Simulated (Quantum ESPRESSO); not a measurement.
## Hf: relaxation of cell and atoms with LDA

The system is Hf.

```xyz
1
Lattice="0.0000 2.2200 2.2200 2.2200 0.0000 2.2200 2.2200 2.2200 0.0000" Properties=species:S:1:pos:R:3 pbc="T T T"
Hf    0.0000    0.0000    0.0000
```

This isn't the form of Hf at room conditions, which is hcp.

```
Program                     : Quantum ESPRESSO 7.5
Task                        : relaxation of cell and atoms
Functional                  : LDA
Potentials or basis         : PseudoDojo 0.4 FR PBEsol standard
Cutoff                      : 789 eV
Density cutoff              : 3157 eV
k mesh                      : 10 × 10 × 10
Occupations                 : cold, width 0.2 eV
Spin                        : spin-orbit coupling, no magnetisation
Form of the LDA correlation : PZ81
ASE optimiser               : BFGS
Mixing beta                 : 0.5
Most SCF iterations         : 120
SCF threshold               : 2e-10 Ry
```

The relaxed volume is 20.80 Å³/atom and the relaxed cell is a = 3.087 Å, b = 3.087 Å, c = 3.087 Å, α = 60.00°, β = 60.00°, γ = 60.00°. The space group after relaxing (to 0.05 Å) is Fm-3m (No. 225) and the energy gained by relaxing is 18.7 meV/atom. The ionic steps are 3, the pressure after relaxing is 0.1 GPa and the band gap on the k mesh is none (metal or under the smearing width).

Step by step:
```csv
step,energy change (eV),largest force (eV/Å),pressure (GPa),volume (Å³)
1,0.0000,0.0000,-5.46,21.88
2,-0.0162,0.0000,-2.10,21.19
3,-0.0187,0.0000,0.09,20.80
```

Final structure:
```
CELL_PARAMETERS angstrom
0.00000 2.18263 2.18263
2.18263 0.00000 2.18263
2.18263 2.18263 0.00000
ATOMIC_POSITIONS crystal
Hf 0.00000 0.00000 0.00000
```

Levels at points of the mesh, in eV from the Fermi level:
```csv
k point,band 10,band 11,band 12,band 13,band 14,band 15
"(0.00, 0.00, 0.00)",-7.40,1.24,1.24,1.24,1.24,1.56
"(0.00, 0.00, -0.50)",-3.86,0.93,0.93,0.94,0.94,1.27
"(0.00, -0.50, -0.50)",-3.58,-2.44,-2.44,2.93,2.93,6.71
```

It took 2.3 min on 1 thread of Arm Neoverse V1 (shared host), peak memory 0.09 GiB.

Caveat: the potentials were made for another functional, which shifts forces and pressure. Zero-point motion and thermal expansion aren't in these numbers.
